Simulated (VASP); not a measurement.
# CoO (P3m1) in VASP: notebook

The runs below take CoO through single point, with PBE.

Everything below comes from runs of VASP 6.6.1. Logs are shortened: lines on timing, memory, paths and dates and some standing lists are left out, and cuts for length are marked.

## 1. The structure

The structure is hexagonal, space group P6_3mc (No. 186). Conventional cell: a = 3.198 Å, b = 3.198 Å, c = 5.229 Å, α = 90.00°, β = 90.00°, γ = 120.00°. Co (site symmetry 3m) has 4 O at 1.93 to 1.97 Å as nearest neighbours. O (site symmetry 3m) is surrounded by 4 Co at 1.93 to 1.97 Å.

Measurements of this composition are mostly on another form, of space group No. 225.

## 2. Single point, PBE, collinear spin, ferromagnetic start

INCAR reads:

```
ADDGRID = F ; ALGO = Normal
EDIFF = 1E-6 ; ENCUT = 400
GGA = PE ; ISIF = 2
ISMEAR = 0 ; ISPIN = 2
LASPH = T ; LCHARG = F
LMAXMIX = 4 ; LORBIT = 11
LREAL = F ; LWAVE = F
MAGMOM = 2 2 0 0 ; NELM = 100
PREC = Accurate ; SIGMA = 0.05
```

KPOINTS reads:

```
k-points
0
Gamma
  2 2 1
```

POSCAR reads:

```
CoO
1.0
    3.1976457435      0.0000000000      0.0000000000
   -1.5988228718      2.7692424462      0.0000000000
    0.0000000000      0.0000000000      5.2287097100
Co O
2 2
Direct
    0.3333333333      0.6666666667      0.5033624100
    0.0000000000      0.0000000000      0.0034741400
    0.3333333333      0.6666666667      0.8715556000
    0.0000000000      0.0000000000      0.3716088500
```

Potentials or basis: VASP PAW PBE potentials, release 64 (Co, O).

On the command line:

```console
> cat potpaw_PBE.64/Co/POTCAR potpaw_PBE.64/O/POTCAR > POTCAR
> mpirun -np 1 vasp_std > vasp.out
```

OUTCAR:

```text
EDIFF = 1E-6
   ENCUT = 400
   GGA = PE
   ISIF = 2
   ISMEAR = 0
   ISPIN = 2
   LASPH = T
   LORBIT = 11
   LREAL = F
   NELM = 100
   PREC = Accurate

 Found      2 irreducible k-points:

 Following reciprocal coordinates:
            Coordinates               Weight
  0.000000  0.000000  0.000000      1.000000
  0.500000  0.000000  0.000000      3.000000
   k-points           NKPTS =      2   k-points in BZ     NKDIM =      2   number of bands    NBANDS=     21
   number of dos      NEDOS =    301   number of ions     NIONS =      4
   total plane-waves  NPLWV =  20736
   dimension x,y,z NGX =    24 NGY =   24 NGZ =   36
   dimension x,y,z NGXF=    48 NGYF=   48 NGZF=   72
   ions per type =               2   2
   NGX,Y,Z   is equivalent  to a cutoff of  12.48, 12.48, 11.45 a.u.
   NGXF,Y,Z  is equivalent  to a cutoff of  24.96, 24.96, 22.89 a.u.
 SYSTEM =  unknown system
   PREC   = accura    normal or accurate (medium, high low for compatibility)
   ISTART =      0    job   : 0-new  1-cont  2-samecut
   ICHARG =      2    charge: 1-file 2-atom 10-const
   ISPIN  =      2    spin polarized calculation?
   LNONCOLLINEAR =      F non collinear calculations
   LSORBIT =      F    spin-orbit coupling
   LASPH  =      T    aspherical Exc in radial PAW
   ENCUT  =  400.0 eV  29.40 Ry    5.42 a.u.   5.21  5.21  8.53*2*pi/ulx,y,z
   NELM   =    100;   NELMIN=  2; NELMDL= -5     # of ELM steps
   EDIFF  = 0.1E-05   stopping-criterion for ELM
   LREAL  =      F    real-space projection
   EDIFFG = 0.1E-04   stopping-criterion for IOM
   NSW    =      0    number of steps for IOM
   IBRION =     -1    ionic relax: 0-MD 1-quasi-New 2-CG
   NFREE  =      0    steps in history (QN), initial steepest desc. (CG)
   ISIF   =      2    stress and relaxation
   ISYM   =      2    0-nonsym 1-usesym 2-fastsym
   POTIM  = 0.5000    time-step for ionic-motion
   TEBEG  =    0.0;   TEEND  =   0.0 temperature during run
   PSTRESS=    0.0 pullay stress
   NELECT =      30.0000    total number of electrons
   NUPDOWN=      -1.0000    fix difference up-down
   EMIN   =  10.00;   EMAX   =-10.00  energy-range for DOS
   EFERMI =   0.00;   METHOD = LEGACY
   ISMEAR =     0;   SIGMA  =   0.05  broadening in eV -4-tet -1-fermi 0-gaus
   EFERMI_NEDOS =   21; number of points for ismear=-14 and -15
   IALGO  =     38    algorithm
   IMIX   =      4    mixing-type and parameters
     AMIX     =   0.40;   BMIX     =  1.00
     AMIX_MAG =   1.60;   BMIX_MAG =  1.00
  volume/ion in A,a.u.               =      11.58        78.11
  Fermi-wavevector in a.u.,A,eV,Ry     =   1.416620  2.677023 27.304329  2.006812
  Thomas-Fermi vector in A             =   2.537935
   LORBIT       =     11    0 simple, 1 ext, 2 COOP (PROOUT), +10 PAW based schemes
   GGA     = PE    functional components
   LHFCALC =     F    Hartree Fock is set to
   AEXX    =    0.0000 exact exchange contribution
   IVDW    =     0    specifies the selected vdW correction
   LEPSILON=     F    determine dielectric tensor
   LRPA    =     F    only Hartree local field effects (RPA)
 spin polarized calculation
 Gauss-broadening in eV      SIGMA  =   0.05
  energy-cutoff  :      400.00
  volume of cell :       46.30
 maximum number of plane-waves:       852
 NGX is ok and might be reduce to    24
   NGX = 11   NGY = 11   NGZ = 17

 number of electron      30.0000010 magnetization       4.4997113

 Free energy of the ion-electron system (eV)
  ---------------------------------------------------
  ext. energy  EPLUGINS =         0.00000000
  ---------------------------------------------------
  free energy    TOTEN  =       -26.47236423 eV

  energy without entropy =      -26.46163288  energy(sigma->0) =      -26.46699856

 E-fermi :   5.9381     XC(G=0): -11.1208

 val. band max:        5.9198319600   @ k =   0.5000   0.0000   0.0000
 cond. band min:       6.0703749755   @ k =   0.5000   0.0000   0.0000
 fundamental gap:      0.1505430155
 Fermi energy:         5.9381162060

 spin component 1

 k-point     1 :       0.0000    0.0000    0.0000
  band No.  band energies     occupation
      1     -14.0314      1.00000
      2     -13.4100      1.00000
      3      -0.9799      1.00000
      4      -0.0182      1.00000
      5      -0.0018      1.00000
      6      -0.0018      1.00000
[... 13 lines left out ...]
     20      11.4740      0.00000
     21      13.1003      0.00000

 k-point     2 :       0.5000    0.0000    0.0000
  band No.  band energies     occupation
      1     -13.4276      1.00000
      2     -13.2423      1.00000
      3      -0.8174      1.00000
      4      -0.6647      1.00000
      5       0.1743      1.00000
      6       0.2572      1.00000
[... 13 lines left out ...]
     20      12.0367      0.00000
     21      13.2162      0.00000
 Fermi energy:         5.9381162060

 spin component 2

 k-point     1 :       0.0000    0.0000    0.0000
  band No.  band energies     occupation
      1     -13.7212      1.00000
      2     -13.0841      1.00000
      3      -0.6939      1.00000
      4       0.7614      1.00000
      5       0.9675      1.00000
      6       0.9675      1.00000
[... 13 lines left out ...]
     20      11.9044      0.00000
     21      13.6428      0.00000

 k-point     2 :       0.5000    0.0000    0.0000
  band No.  band energies     occupation
      1     -13.1002      1.00000
      2     -12.9097      1.00000
      3      -0.4230      1.00000
      4      -0.2031      1.00000
      5       0.5352      1.00000
      6       1.0303      1.00000
[... 13 lines left out ...]
     20      12.5972      0.00000
     21      14.0068      0.00000

------------------------ aborting loop because EDIFF is reached ----------------------------------------

  FORCE on cell =-STRESS in cart. coord.  units (eV):
  Direction    XX          YY          ZZ          XY          YZ          ZX
  --------------------------------------------------------------------------------------
  -------------------------------------------------------------------------------------
  Total       -2.5238617     -2.5238617     -4.2446656      0.0000000      0.0000000      0.0000000
  in kB      -87.3353940    -87.3353940   -146.8818754      0.0000000      0.0000000      0.0000000
  external PRESSURE =    -107.1842211 kB  Pullay stress =       0.0000000 kB

 VOLUME and BASIS-vectors are now :
 -----------------------------------------------------------------------------
  energy-cutoff  :      400.00
  volume of cell :       46.30
      direct lattice vectors                 reciprocal lattice vectors
     3.197645743  0.000000000  0.000000000     0.312730077  0.180554794  0.000000000
    -1.598822872  2.769242446  0.000000000     0.000000000  0.361109588  0.000000000
     0.000000000  0.000000000  5.228709710     0.000000000  0.000000000  0.191251773

 POSITION                                       TOTAL-FORCE (eV/Angst)
 -----------------------------------------------------------------------------------
     -0.00000      1.84616      2.63194         0.000000     -0.000000     -0.211927
      0.00000      0.00000      0.01817         0.000000      0.000000     -0.204534
     -0.00000      1.84616      4.55711        -0.000000     -0.000000      0.201468
      0.00000      0.00000      1.94303         0.000000     -0.000000      0.214993
 -----------------------------------------------------------------------------------
    total drift:                               -0.000000     -0.000001     -0.002440

  FREE ENERGIE OF THE ION-ELECTRON SYSTEM (eV)
  ---------------------------------------------------
  free  energy   TOTEN  =       -26.4723642303 eV

  energy  without entropy=      -26.4616328841  energy(sigma->0) =      -26.46699856

 total charge

# of ion       s       p       d       tot
------------------------------------------
    1        0.322   0.445   7.230   7.997
    2        0.322   0.445   7.229   7.997
    3        1.571   3.442   0.000   5.012
    4        1.571   3.441   0.000   5.012
--------------------------------------------------
tot          3.786   7.773  14.459  26.018

 magnetization (x)

# of ion       s       p       d       tot
------------------------------------------
    1        0.012   0.039   1.955   2.006
    2        0.012   0.039   1.961   2.012
    3        0.012   0.158   0.000   0.170
    4        0.012   0.156   0.000   0.168
--------------------------------------------------
tot          0.047   0.393   3.916   4.355
```

stdout:

```text
POSCAR found type information on POSCAR CoO
 POSCAR found :  2 types and       4 ions
 scaLAPACK will be used
 LDA part: xc-table for (Slater+PW92), standard interpolation
 POSCAR, INCAR and KPOINTS ok, starting setup
 FFT: planning ... GRIDC
 FFT: planning ... GRID_SOFT
 FFT: planning ... GRID
 WAVECAR not read
 entering main loop
```

Run time: 26 s. Hardware: 1 thread of Intel Xeon Platinum 8375C at 2.90GHz (Ice Lake), shared host; peak memory 0.16 GiB.

These settings aren't checked as converged: the numbers below hold their error.

What came out:

```
Free energy                                           : -26.4724 eV
Largest force                                         : 0.215 eV/Å
Band gap on the k mesh                                : none (metal or under the smearing width)
Net moment                                            : 4.50 μB per cell
Site moments                                          : Co +2.01; O +0.17 μB
Valence electrons inside the program's atomic spheres : Co 8.00; O 5.01
```

Caveat: the k mesh is coarse (spacing up to 1.20 Å⁻¹), so the values aren't converged; the cutoff is under 1.25 times the usual one of these potentials, so pressure, stress and relaxed cells hold a basis-set (Pulay) error; semilocal functionals often make such compounds metallic where correlation or magnetic order opens a gap, which also shifts bond lengths.

## 3. Single point, PBE, collinear spin, ferromagnetic start

Changes to INCAR since step 2:

```diff
@@ -1,3 +1,3 @@
 ADDGRID = F ; ALGO = Normal
-EDIFF = 1E-6 ; ENCUT = 400
+EDIFF = 1E-6 ; ENCUT = 450
 GGA = PE ; ISIF = 2
```

KPOINTS is that of step 2.

POSCAR is that of step 2.

Potentials or basis: VASP PAW PBE potentials, release 64 (Co, O).

On the command line:

```console
> cat potpaw_PBE.64/Co/POTCAR potpaw_PBE.64/O/POTCAR > POTCAR
> mpirun -np 1 vasp_std > vasp.out
```

Run time: 30 s. Hardware: 1 thread of Intel Xeon Platinum 8375C at 2.90GHz (Ice Lake), shared host; peak memory 0.16 GiB.

These settings aren't checked as converged: the numbers below hold their error.

What came out:

```
Free energy                                           : -26.4316 eV
Largest force                                         : 0.222 eV/Å
Band gap on the k mesh                                : none (metal or under the smearing width)
Net moment                                            : 4.50 μB per cell
Site moments                                          : Co +2.01; O +0.17 μB
Valence electrons inside the program's atomic spheres : Co 8.00; O 4.99
```

Caveat: the k mesh is coarse (spacing up to 1.20 Å⁻¹), so the values aren't converged; the cutoff is under 1.25 times the usual one of these potentials, so pressure, stress and relaxed cells hold a basis-set (Pulay) error; semilocal functionals often make such compounds metallic where correlation or magnetic order opens a gap, which also shifts bond lengths.
